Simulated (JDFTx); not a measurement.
Bi:

```xyz
2
Lattice="2.2675 1.3091 3.9380 -2.2675 1.3091 3.9380 0.0000 -2.6183 3.9380" Properties=species:S:1:pos:R:3 pbc="T T T"
Bi    0.0000    0.0000    9.0495
Bi    0.0000    0.0000    2.7645
```

```yaml
Program: JDFTx 1.7.0 (patched build)
Task: relaxation of cell and atoms
Functional: PBE
Dispersion: D3
Potentials_or_basis: PseudoDojo-SR-PBE-0.4.1-standard with smoothed tails
Cutoff: 898 eV
Density_cutoff: 7184 eV
k_mesh: 6 × 6 × 6
Occupations: fermi-dirac, width 0.05 eV
Spin: no spin polarisation
```

At the start: pressure 1.0 GPa; volume 35.07 Å³/atom.

Q: Where does the relaxation end?

A: Over 8 steps the energy falls by 2.0 meV/atom and the volume is 35.66 Å³/atom (+1.7 %); space group R-3m (No. 166, to 0.05 Å).

Step by step:
| step | energy change (eV) | largest force (eV/Å) | pressure (GPa) | volume (Å³) |
| --- | --- | --- | --- | --- |
| 1 | 0.0000 | 0.1132 | 0.95 | 70.14 |
| 2 | -0.0015 | 0.0713 | 0.76 | 70.30 |
| 3 | -0.0033 | 0.0053 | 0.36 | 70.70 |
| 4 | -0.0037 | 0.0092 | 0.19 | 70.93 |
| 5 | -0.0039 | 0.0182 | 0.04 | 71.16 |
| 6 | -0.0040 | 0.0165 | -0.07 | 71.33 |
| 7 | -0.0040 | 0.0060 | -0.07 | 71.36 |
| 8 | -0.0040 | 0.0021 | -0.03 | 71.32 |

Final structure:
```
Bi
1.0
     2.28310    1.31815    3.95003
    -2.28310    1.31815    3.95003
     0.00000   -2.63629    3.95003
Bi
2
Direct
  0.76561 0.76561 0.76561
  0.23439 0.23439 0.23439
```

Caveat: pairwise dispersion overbinds metals, which lowers pressure and volume.
